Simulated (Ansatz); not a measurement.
**NaF at 3.7 GPa: from Born charge to LO–TO splitting and polaron coupling**

Theory: Ansatz, DFT r2SCAN+D3(BJ), scalar-relativistic, plane waves, PAW. Cutoff 500 eV, 8×8×8 k-points (Γ-centred), fixed occupations. No spin polarisation. Phonons by linear response, acoustic sum rule imposed.

The cell is fixed (symmetry leaves no force on the atoms) and stands under 3.7 GPa:
```cif
data_structure
_symmetry_space_group_name_H-M 'Pm-3m'
_symmetry_Int_Tables_number 221
_cell_length_a 2.7237
_cell_length_b 2.7237
_cell_length_c 2.7237
_cell_angle_alpha 90.000
_cell_angle_beta 90.000
_cell_angle_gamma 90.000
_cell_volume 20.21
loop_
_atom_site_label
_atom_site_type_symbol
_atom_site_symmetry_multiplicity
_atom_site_Wyckoff_symbol
_atom_site_fract_x
_atom_site_fract_y
_atom_site_fract_z
_atom_site_occupancy
Na1 Na 1 a 0.00000 0.00000 0.00000 1
F1 F 1 b 0.50000 0.50000 0.50000 1
```

The cell is the ideal cubic caesium chloride prototype; this isn't the usual structure of the compound.

Linear response gives ν_TO = 238.9 cm⁻¹, Born charges ±1.024 e (positive on Na) and ε∞ = 1.910. The primitive cell holds 20.206 Å³, and the masses are 22.990 and 18.998 amu.

Task: Find ν_LO and the static dielectric constant.

Result: The long-wave field adds a restoring force: ω_LO² − ω_TO² = Z*²e²/(ε_vac ε∞ μV). In these units ν_LO² − ν_TO² = 4.92064×10⁷ Z*²/(μ V ε∞) cm⁻², with μ = m₁m₂/(m₁ + m₂) = 10.402 amu: 128506 cm⁻². So ν_LO = √(238.9² + 128506) = 430.8 cm⁻¹, and the run gives 430.8. Lyddane–Sachs–Teller then gives ε0 = ε∞ (ν_LO/ν_TO)² = 6.21, against 6.21 in the run (it forms both from the same three quantities, so the match checks the arithmetic only). Between ν_TO and ν_LO the dielectric function is negative and an undamped crystal reflects fully: a reststrahlen band from 23.2 to 41.9 μm.

Task: What do the Clausius–Mossotti polarisability and the Szigeti charge come to?

Result: With the Lorentz local field, α = (3V/4π)(ε∞ − 1)/(ε∞ + 2) = 1.12 Å³ for the pair, and e_S = 3Z*/(ε∞ + 2) = 0.79 e. The Born charge includes the electrons' response to the dipole's own local field, and e_S takes that enhancement out. The Lorentz field assumes point-like polarisable ions, a fair picture at this small ε∞.

Task: How strongly does a slow electron couple to the LO mode?

Result: For one isotropic parabolic band, Fröhlich's constant is α_F = (1/ε∞ − 1/ε0) √(m* Ry/ħω_LO), with Ry = 13.606 eV, ħω_LO = 53.4 meV and m* in free-electron masses: α_F = 0.3626 × 15.96 × √m* = 5.79 √m*. The band mass isn't part of this run; for m* = 0.1, 0.3 and 1 it gives 1.83, 3.17, 5.79. In weak coupling the polaron lies α_F ħω_LO below the band edge (169 meV at m* = 0.3) with a mass m*(1 + α_F/6); past α_F of about 5 or 6 that expansion fails. A semilocal functional's ε∞ tends to be too large, which taken alone lowers α_F.

Cost: 1 run of about 1.2 core-minutes, on Intel Xeon Processor @ 2.50GHz (Skylake/Cascade Lake) (shared hosts).